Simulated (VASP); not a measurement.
# Cl2: single point with PBEsol

The system is Cl2, in a box.

```
CELL_PARAMETERS angstrom
12.00000 0.00000 0.00000
0.00000 12.50000 0.00000
0.00000 0.00000 13.00000
ATOMIC_POSITIONS crystal
Cl 0.45000 0.47000 0.42332
Cl 0.45000 0.47000 0.57668
```

```yaml
Program: VASP 6.6.1
Task: single point
Functional: PBEsol
Potentials_or_basis: VASP PAW PBE potentials, release 64 (Cl)
Cutoff: 300 eV
k_mesh: 1 × 1 × 1
Occupations: gaussian, width 0.01 eV
Spin: no spin polarisation
```

The largest force is 0.249 eV/Å and the gap between the frontier levels is 3.03 eV.

Forces in eV/Å, atoms in the order of the input:
```
Cl   0.000  0.000  0.249
Cl   0.000  0.000 -0.249
```

Levels at points of the mesh, in eV from the valence-band top:
```
           k point  band 4  band 5  band 6  band 7  band 8  band 9  band 10  band 11
(0.00, 0.00, 0.00)   -2.69   -2.69    0.00    0.00    3.03    6.80     7.69     7.78
```

It took 16 s on 4 MPI ranks on Intel(R) Xeon(R) Platinum 8259CL CPU @ 2.50GHz (Skylake/Cascade Lake), on a shared host, peak memory 0.3 GiB a rank.

Caveat: the PAW data sets were made with another functional, which shifts forces and pressure a little. A hybrid or GW would open this gap; PBEsol tends to underestimate it.
